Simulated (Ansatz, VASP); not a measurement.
**Mo in VASP and in Ansatz**

Contents of INCAR:

```
SYSTEM = Mo
PREC = Accurate ; ENCUT = 600
EDIFF = 1E-7 ; ISMEAR = -1
SIGMA = 0.1 ; LREAL = .FALSE.
LASPH = .TRUE. ; NELM = 80
ALGO = Normal ; ISIF = 3
LWAVE = .FALSE. ; LCHARG = .FALSE.
GGA = PS ; IBRION = 2
NSW = 80 ; EDIFFG = -0.01
```

Contents of KPOINTS:

```
regular mesh
0
G
  12 12 12
  0 0 0
```

The input POSCAR:

```
Mo
1.0
    2.5629259694      0.0000000000      0.0000000000
    0.0000000000      2.5629259694      0.0000000000
    0.0000000000      0.0000000000      2.5629259694
Mo
1
Direct
    0.0000000000      0.0000000000      0.0000000000
```

Input for Ansatz:

```yaml
crystal:
  lattice:
    - [2.5629259694, 0.0, 0.0]
    - [0.0, 2.5629259694, 0.0]
    - [0.0, 0.0, 2.5629259694]
  atoms:
    - { symbol: Mo, position: [0.0, 0.0, 0.0] }
hamiltonian:
  xc: pbesol
  pseudopotentials:
    kind: paw
    azcp:
      Mo: "pseudopotentials/Mo.paw.azcp"
basis:
  ecutwfc: 420
  fft_grid_basis: typed
kpoints:
  mp_grid: { grid: [12, 12, 12], shift: [0, 0, 0] }
magnetization:
  spin_polarized: false
scf:
  occupations: { method: fermi_dirac, width: 0.1 }
relax:
  max_steps: 60
  f_tol: 0.01
  cell: {}
```

The cell was built by a generator and needn't be a form met in nature.

Alike in both runs: task relaxation of cell and atoms; functional PBEsol; k mesh 12 × 12 × 12; occupations fermi-dirac, width 0.1 eV; no spin polarisation.

```csv
,VASP,Ansatz
version,VASP 6.6.1,Ansatz 0.2.0
potentials or method,"VASP PAW PBE potentials, release 64 (Mo_sv)","plane waves (420 eV) with PAW, scalar-relativistic"
plane-wave cutoff (eV),600,420
valence electrons in the cell,14,14
```

Ansatz gave:

```
relaxed volume (Å³/atom)                                     : 17.07
relaxed cell length with the largest relative difference (Å) : 2.575
energy change over the relaxation (meV/atom)                 : -2
```

Q: What did VASP give for the same quantities?

A: Relaxed volume (Å³/atom): 17.11; relaxed cell length with the largest relative difference (Å): 2.577; energy change over the relaxation (meV/atom): -3.

Ansatz warned: «pseudo_functional_mismatch».

Caveats: the PAW data sets were made with another functional, which shifts forces and pressure a little (VASP).
